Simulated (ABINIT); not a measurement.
Crystal: Sn.

```
Sn
1.0
    -2.94014    2.94014    1.59930
     2.94014   -2.94014    1.59930
     2.94014    2.94014   -1.59930
Sn
2
Direct
  0.00000 0.00000 0.00000
  0.75000 0.25000 0.50000
```

| Quantity | Value |
| --- | --- |
| Program | ABINIT 10.8.3 (patched build) |
| Task | single point |
| Functional | PBEsol |
| Potentials or basis | PseudoDojo NC SR PBEsol v0.4.1 standard |
| Cutoff | 980 eV |
| k mesh | 9 × 9 × 9 |
| Occupations | fermi-dirac, width 0.05 eV |
| Spin | no spin polarisation |

On this cell: pressure -1.4 GPa; largest force under 0.003 eV/Å; band gap on the k mesh none (metal or under the smearing width).

The same run follows on a disturbed copy (atoms moved at random, drawn with an rms of 0.05 Å):

```
Sn
1.0
    -2.94014    2.94014    1.59930
     2.94014   -2.94014    1.59930
     2.94014    2.94014   -1.59930
Sn
2
Direct
  0.00707 0.99527 0.98770
  0.74919 0.24451 0.49911
```

Question: What does the disturbed cell give?

Answer: The energy (extrapolated to zero smearing) moves by +2.6 meV/atom; pressure -1.3 GPa; largest force 0.181 eV/Å; band gap on the k mesh none (metal or under the smearing width).

Forces on the atoms (eV/Å):
```
Sn   0.175  0.045 -0.006
Sn  -0.175 -0.045  0.006
```

Stress tensor (GPa, compression positive):
```
-1.27 -0.02  0.30
-0.02 -0.98 -0.07
 0.30 -0.07 -1.65
```
